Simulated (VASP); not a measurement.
# SnO2 (I4_1/amd) in VASP: evGW0 quasiparticle levels with LDA

Aim: the evGW0 quasiparticle levels of SnO2 with LDA.

All numbers are computed with VASP 6.6.1; they aren't measurements. Logs are shortened: lines on timing, memory, paths and dates and some standing lists are left out, and cuts for length are marked.

## (1) The structure

It takes space group I4_1/amd (No. 141, tetragonal). The conventional cell has a = 4.000 Å, b = 4.000 Å, c = 10.247 Å, α = 90.00°, β = 90.00°, γ = 90.00°. Around Sn (site symmetry -4m2) lie 6 O at 2.06 to 2.09 Å. O (site symmetry 2mm) has 3 Sn at 2.06 to 2.09 Å as nearest neighbours.

Measurements of this composition are mostly on another form, of space group No. 136.

## (2) EvGW0 quasiparticle levels, LDA

The input, POSCAR:

```
SnO2
1.0
   -2.0000686112      2.0000686112      5.1236788559
    2.0000686112     -2.0000686112      5.1236788559
    2.0000686112      2.0000686112     -5.1236788559
Sn O
2 4
Direct
    0.0000000000      0.0000000000      0.0000000000
    0.7500000000      0.2500000000      0.5000000000
    0.5465225900      0.0465225900      0.5000000000
    0.2034774100      0.2034774100      0.0000000000
    0.9534774100      0.4534774100      0.5000000000
    0.7965225900      0.7965225900      0.0000000000
```

The input, INCAR.step1:

```
PREC = Accurate
ENCUT = 500
EDIFF = 1E-8
ISMEAR = 0
SIGMA = 0.01
LREAL = F
LASPH = T
NELM = 100
ALGO = Fast
LWAVE = T
LCHARG = F
GGA = CA
KPAR = 4
```

The input, INCAR.step2:

```
PREC = Accurate
ENCUT = 500
EDIFF = 1E-8
ISMEAR = 0
SIGMA = 0.01
LREAL = F
LASPH = T
NELM = 1
ALGO = Exact
LWAVE = T
LCHARG = F
GGA = CA
NBANDS = 368
LOPTICS = T
ISTART = 1
KPAR = 4
```

The input, INCAR.step3:

```
PREC = Accurate
ENCUT = 500
EDIFF = 1E-8
ISMEAR = 0
SIGMA = 0.01
LREAL = F
LASPH = T
ALGO = EVGW0
LWAVE = F
LCHARG = F
GGA = CA
NELMGW = 4
NBANDS = 368
ENCUTGW = 150
NOMEGA = 50
PRECFOCK = Fast
ISTART = 1
NBANDSGW = 34
KPAR = 4
```

The input, KPOINTS:

```
regular mesh
0
Gamma
  4 4 4
```

Potentials or basis: VASP PAW LDA potentials, release 64 (Sn_d_GW, O_GW).

Launch:

```sh
$ cat potpaw_LDA.64/Sn_d_GW/POTCAR potpaw_LDA.64/O_GW/POTCAR > POTCAR
$ cp INCAR.step1 INCAR
$ mpirun -np 4 vasp_std > vasp.out
$ cp INCAR.step2 INCAR
$ mpirun -np 4 vasp_std > vasp.out
$ cp INCAR.step3 INCAR
$ mpirun -np 4 vasp_std > vasp.out
```

OUTCAR:

```text
PREC = Accurate
   ENCUT = 500
   EDIFF = 1E-8
   ISMEAR = 0
   LREAL = F
   LASPH = T
   GGA = CA
   NELMGW = 4
   ENCUTGW = 150
   PRECFOCK = Fast
   ISTART = 1

 ion  position               nearest neighbor table
   1  0.000  0.000  0.000-   3 2.06   5 2.06   3 2.06   5 2.06   4 2.09   6 2.09
   2  0.750  0.250  0.500-   6 2.06   4 2.06   6 2.06   4 2.06   3 2.09   5 2.09
   3  0.547  0.047  0.500-   1 2.06   1 2.06   2 2.09
   4  0.203  0.203  0.000-   2 2.06   2 2.06   1 2.09
   5  0.953  0.453  0.500-   1 2.06   1 2.06   2 2.09
   6  0.797  0.797  0.000-   2 2.06   2 2.06   1 2.09

  LATTYP: Found a body centered tetragonal cell.
 ALAT       =     4.0001372224
 C/A-ratio  =     2.5617515455

  Lattice vectors:

 A1 = (  -2.0000686112,   2.0000686112,   5.1236788559)
 A2 = (   2.0000686112,  -2.0000686112,   5.1236788559)
 A3 = (   2.0000686112,   2.0000686112,  -5.1236788559)

Analysis of symmetry for initial positions (statically):
=====================================================================
 Subroutine PRICEL returns:
 Original cell was already a primitive cell.

 Routine SETGRP: Setting up the symmetry group for a
 body centered tetragonal supercell.

 Subroutine GETGRP returns: Found 16 space group operations
 (whereof  8 operations were pure point group operations)
 out of a pool of 16 trial point group operations.

The static configuration has the point symmetry D_2d.
 The point group associated with its full space group is D_4h.

Analysis of symmetry for dynamics (positions and initial velocities):
=====================================================================
 Subroutine PRICEL returns:
 Original cell was already a primitive cell.

 Routine SETGRP: Setting up the symmetry group for a
 body centered tetragonal supercell.

 Subroutine GETGRP returns: Found 16 space group operations
 (whereof  8 operations were pure point group operations)
 out of a pool of 16 trial point group operations.

The dynamic configuration has the point symmetry D_2d.
 The point group associated with its full space group is D_4h.

 Subroutine INISYM returns: Found 16 space group operations
 (whereof  8 operations are pure point group operations),
 and found     1 'primitive' translations

----------------------------------------------------------------------------------------

                                     Primitive cell

  volume of cell :      81.9845

  direct lattice vectors                    reciprocal lattice vectors
    -2.000068611  2.000068611  5.123678856     0.000000000  0.249991424  0.097586132
     2.000068611 -2.000068611  5.123678856     0.249991424  0.000000000  0.097586132
     2.000068611  2.000068611 -5.123678856     0.249991424  0.249991424  0.000000000

  length of vectors
     5.852574982  5.852574982  5.852574982     0.268363122  0.268363122  0.353541262

  position of ions in fractional coordinates (direct lattice)
     0.000000000  0.000000000  0.000000000
     0.750000000  0.250000000  0.500000000
     0.546522590  0.046522590  0.500000000
     0.203477410  0.203477410  0.000000000
     0.953477410  0.453477410  0.500000000
     0.796522590  0.796522590  0.000000000

  ion indices of the primitive-cell ions
   primitive index   ion index
                 1           1
                 2           2
                 3           3
                 4           4
                 5           5
                 6           6

----------------------------------------------------------------------------------------

 KPOINTS: regular mesh

Automatic generation of k-mesh.
 Grid dimensions read from file:
 generate k-points for:    4    4    4

 Generating k-lattice:

  Cartesian coordinates                     Fractional coordinates (reciprocal lattice)
     0.000000000  0.062497856  0.024396533     0.250000000  0.000000000 -0.000000000
     0.062497856  0.000000000  0.024396533     0.000000000  0.250000000 -0.000000000
     0.062497856  0.062497856  0.000000000     0.000000000  0.000000000  0.250000000

  Length of vectors
     0.067090780  0.067090780  0.088385316

  Shift w.r.t. Gamma in fractional coordinates (k-lattice)
     0.000000000  0.000000000  0.000000000

 Subroutine IBZKPT returns following result:
 ===========================================

 Found     13 irreducible k-points:

 Following reciprocal coordinates:
            Coordinates               Weight
  0.000000  0.000000  0.000000      1.000000
  0.250000  0.000000 -0.000000      8.000000
  0.500000  0.000000 -0.000000      4.000000
  0.250000  0.250000 -0.000000      8.000000
  0.500000  0.250000  0.000000     16.000000
 -0.250000  0.250000  0.000000      4.000000
  0.500000  0.500000 -0.000000      2.000000
  0.250000  0.250000  0.250000      2.000000
 -0.250000  0.250000  0.250000      4.000000
  0.500000  0.500000  0.250000      4.000000
 -0.250000  0.500000  0.250000      8.000000
 -0.250000 -0.250000  0.250000      2.000000
  0.500000  0.500000  0.500000      1.000000
   k-points           NKPTS =     13   k-points in BZ     NKDIM =     64   number of bands    NBANDS=    368
   number of dos      NEDOS =    301   number of ions     NIONS =      6
   total plane-waves  NPLWV = 110592
   dimension x,y,z NGX =    48 NGY =   48 NGZ =   48
   dimension x,y,z NGXF=    96 NGYF=   96 NGZF=   96
   ions per type =               2   4
   NGX,Y,Z   is equivalent  to a cutoff of  13.63, 13.63, 13.63 a.u.
   NGXF,Y,Z  is equivalent  to a cutoff of  27.27, 27.27, 27.27 a.u.
 SYSTEM =  unknown system
   PREC   = accura    normal or accurate (medium, high low for compatibility)
   ISTART =      1    job   : 0-new  1-cont  2-samecut
   ICHARG =      0    charge: 1-file 2-atom 10-const
   ISPIN  =      1    spin polarized calculation?
   LNONCOLLINEAR =      F non collinear calculations
   LSORBIT =      F    spin-orbit coupling
   LASPH  =      T    aspherical Exc in radial PAW
   ENCUT  =  500.0 eV  36.75 Ry    6.06 a.u.  10.67 10.67 10.67*2*pi/ulx,y,z
   NELM   =     60;   NELMIN=  2; NELMDL=  0     # of ELM steps
   EDIFF  = 0.1E-07   stopping-criterion for ELM
   LREAL  =      F    real-space projection
   EDIFFG = 0.1E-06   stopping-criterion for IOM
   NSW    =      0    number of steps for IOM
   IBRION =     -1    ionic relax: 0-MD 1-quasi-New 2-CG
   NFREE  =      0    steps in history (QN), initial steepest desc. (CG)
   ISIF   =      0    stress and relaxation
   ISYM   =      3    0-nonsym 1-usesym 2-fastsym
   POTIM  = 0.5000    time-step for ionic-motion
   TEBEG  =    0.0;   TEEND  =   0.0 temperature during run
   PSTRESS=    0.0 pullay stress
   NELECT =      52.0000    total number of electrons
   NUPDOWN=      -1.0000    fix difference up-down
   EMIN   =  10.00;   EMAX   =-10.00  energy-range for DOS
   EFERMI =   0.00;   METHOD = LEGACY
   ISMEAR =     0;   SIGMA  =   0.01  broadening in eV -4-tet -1-fermi 0-gaus
   EFERMI_NEDOS =   21; number of points for ismear=-14 and -15
   IALGO  =     38    algorithm
   IMIX   =      4    mixing-type and parameters
     AMIX     =   0.40;   BMIX     =  1.00
     AMIX_MAG =   1.60;   BMIX_MAG =  1.00
  volume/ion in A,a.u.               =      13.66        92.21
  Fermi-wavevector in a.u.,A,eV,Ry     =   1.406583  2.658057 26.918799  1.978476
  Thomas-Fermi vector in A             =   2.528929
   LORBIT       =      0    0 simple, 1 ext, 2 COOP (PROOUT), +10 PAW based schemes
   GGA     = CA    functional components
   LHFCALC =     T    Hartree Fock is set to
   PRECFOCK=fast      Normal, Fast or Accurate (Low or Medium for compatibility)
   ENCUT4O =  -1.0   cutoff for four orbital integrals eV
   NKREDX  =     1    reduce k-point grid by
   NKREDY  =     1    reduce k-point grid by
   NKREDZ  =     1    reduce k-point grid by
   AEXX    =    1.0000 exact exchange contribution
   HFSCREEN=    0.0000 screening length (either q_TF or 0.3 A-1)
   HFSCREENC=   0.0000 screening length for correlation (either q_TF or 0.3 A-1)
   ENCUTFOCK=  -1.0 apply spherical cutoff to Coloumb kernel
   IVDW    =     0    specifies the selected vdW correction
   LEPSILON=     F    determine dielectric tensor
   LRPA    =     F    only Hartree local field effects (RPA)
   LRPAFORCE           =     F    calculate RPA forces
   ENCUTGW             = 150.0    cutoff for response function in eV
   ENCUTGWSOFT         = 120.0    soft cutoff for Coulomb kernel in GW response function in eV
   ENCUTLF             =  -1.0    cutoff for local field effects
   NELMGW              =     4    number of iterations in solving QP/BSE equation
   NELMHF              =     1    number of iterations in the inner HF iteration
   NKREDLFX            =     1    NKREDLFY  =   1   NKREDLFZ  =   1
 non-spin polarized calculation
 Gauss-broadening in eV      SIGMA  =   0.01
  energy-cutoff  :      500.00
  volume of cell :       81.98
 maximum number of plane-waves:      2099
 NGX is ok and might be reduce to    48
  NGX = 24; NGY = 24; NGZ = 24
   NGX = 21   NGY = 21   NGZ = 21
 maximum number of plane-waves:       352

 QP shifts <psi_nk| G(iteration)W_0 |psi_nk>: iteration 1
 for sc-GW calculations column KS-energies equals QP-energies in previous step
 and V_xc(KS)=  KS-energies - (<T + V_ion + V_H > + <T+V_H+V_ion>^1  + <V_x>^1)

 k-point   1 :       0.0000    0.0000    0.0000
  band No.  KS-energies  QP-energies   sigma(KS)   V_xc(KS)     V^pw_x(r,r')   Z            occupation Imag(sigma)

      1     -18.1369     -20.9385     -21.4731     -17.6149     -28.1158       0.7262       2.0000       0.5588
      2     -18.1184     -20.9178     -21.4818     -17.6328     -28.1260       0.7273       2.0000       0.5799
      3     -17.9888     -20.8917     -21.5734     -17.6188     -28.0081       0.7341       2.0000       0.5332
      4     -17.4531     -20.7023     -21.7161     -17.4869     -27.3930       0.7683       2.0000       0.4757
      5     -17.3539     -20.6044     -21.6193     -17.3884     -26.9769       0.7683       2.0000       0.3218
      6     -17.3539     -20.6044     -21.6193     -17.3884     -26.9769       0.7683       2.0000       0.3218
[... 482 lines left out ...]
     33      14.1763      15.6855     -12.4227     -14.3716      -6.9614       0.7744       0.0000      -0.1896
     34      14.1763      15.6855     -12.4227     -14.3716      -6.9614       0.7744       0.0000      -0.1896

 QP shifts <psi_nk| G(iteration)W_0 |psi_nk>: iteration 2

 k-point   1 :       0.0000    0.0000    0.0000
  band No. old QP-enery  QP-energies   sigma(KS)   T+V_ion+V_H  V^pw_x(r,r')   Z            occupation Imag(sigma)

      1     -20.9385     -21.6523     -21.3826      -0.5219     -28.1158       0.7389       2.0000       0.6855
      2     -20.9178     -21.6289     -21.3910      -0.4856     -28.1260       0.7417       2.0000       0.7106
      3     -20.8917     -21.5954     -21.4690      -0.3700     -28.0081       0.7428       2.0000       0.6515
      4     -20.7023     -21.3654     -21.6094       0.0338     -27.3930       0.7593       2.0000       0.5141
      5     -20.6044     -21.3246     -21.5793       0.0345     -26.9769       0.7659       2.0000       0.3370
      6     -20.6044     -21.3246     -21.5793       0.0345     -26.9769       0.7659       2.0000       0.3370
[... 482 lines left out ...]
     33      15.6855      15.8807     -12.6088      28.5480      -6.9614       0.7697       0.0000      -0.2159
     34      15.6855      15.8807     -12.6088      28.5480      -6.9614       0.7697       0.0000      -0.2159

 QP shifts <psi_nk| G(iteration)W_0 |psi_nk>: iteration 3

 k-point   1 :       0.0000    0.0000    0.0000
  band No. old QP-enery  QP-energies   sigma(KS)   T+V_ion+V_H  V^pw_x(r,r')   Z            occupation Imag(sigma)

      1     -21.6523     -21.8190     -21.3551      -0.5219     -28.1158       0.7417       2.0000       0.7222
      2     -21.6289     -21.7954     -21.3665      -0.4856     -28.1260       0.7460       2.0000       0.7467
      3     -21.5954     -21.7599     -21.4463      -0.3700     -28.0081       0.7446       2.0000       0.6817
      4     -21.3654     -21.5189     -21.6017       0.0338     -27.3930       0.7582       2.0000       0.5198
      5     -21.3246     -21.4854     -21.5693       0.0345     -26.9769       0.7649       2.0000       0.3373
      6     -21.3246     -21.4854     -21.5693       0.0345     -26.9769       0.7649       2.0000       0.3373
[... 482 lines left out ...]
     33      15.8807      15.9066     -12.6337      28.5480      -6.9614       0.7693       0.0000      -0.2192
     34      15.8807      15.9066     -12.6337      28.5480      -6.9614       0.7693       0.0000      -0.2192

 QP shifts <psi_nk| G(iteration)W_0 |psi_nk>: iteration 4

 k-point   1 :       0.0000    0.0000    0.0000
  band No. old QP-enery  QP-energies   sigma(KS)   T+V_ion+V_H  V^pw_x(r,r')   Z            occupation Imag(sigma)

      1     -21.8190     -21.8579     -21.3494      -0.5219     -28.1158       0.7424       2.0000       0.7300
      2     -21.7954     -21.8340     -21.3615      -0.4856     -28.1260       0.7464       2.0000       0.7544
      3     -21.7599     -21.7985     -21.4417      -0.3700     -28.0081       0.7452       2.0000       0.6880
      4     -21.5189     -21.5547     -21.5999       0.0338     -27.3930       0.7583       2.0000       0.5209
      5     -21.4854     -21.5213     -21.5668       0.0345     -26.9769       0.7649       2.0000       0.3372
      6     -21.4854     -21.5213     -21.5668       0.0345     -26.9769       0.7649       2.0000       0.3372
[... 329 lines left out ...]
     32      14.3183      14.3214     -12.2199      26.5422      -7.1348       0.7793       0.0000      -0.1362
     33      14.5446      14.5476     -11.5029      26.0514      -6.4114       0.7847       0.0000      -0.1440
```

Wall time 72 min (4 MPI ranks of Intel Xeon 6975P-C (Granite Rapids), shared host); peak memory 1.5 GiB.

What came out:

| Property | Result |
| --- | --- |
| Band gap on the k mesh, mean-field level | 1.52 eV, indirect (least direct gap 1.91 eV) |
| Quasiparticle gap | 3.47 eV |
| Least direct quasiparticle gap | 3.96 eV |

Quasiparticle gap after each update of the energies (eV): 3.16, 3.42, 3.47, 3.47

Caveat: the k mesh is coarse (spacing up to 0.56 Å⁻¹), so the values aren't converged; bands, screening cutoff and mesh are small and nothing is extrapolated, so the quasiparticle values aren't converged; spin-orbit coupling is left out, which moves the levels of the heavy elements.
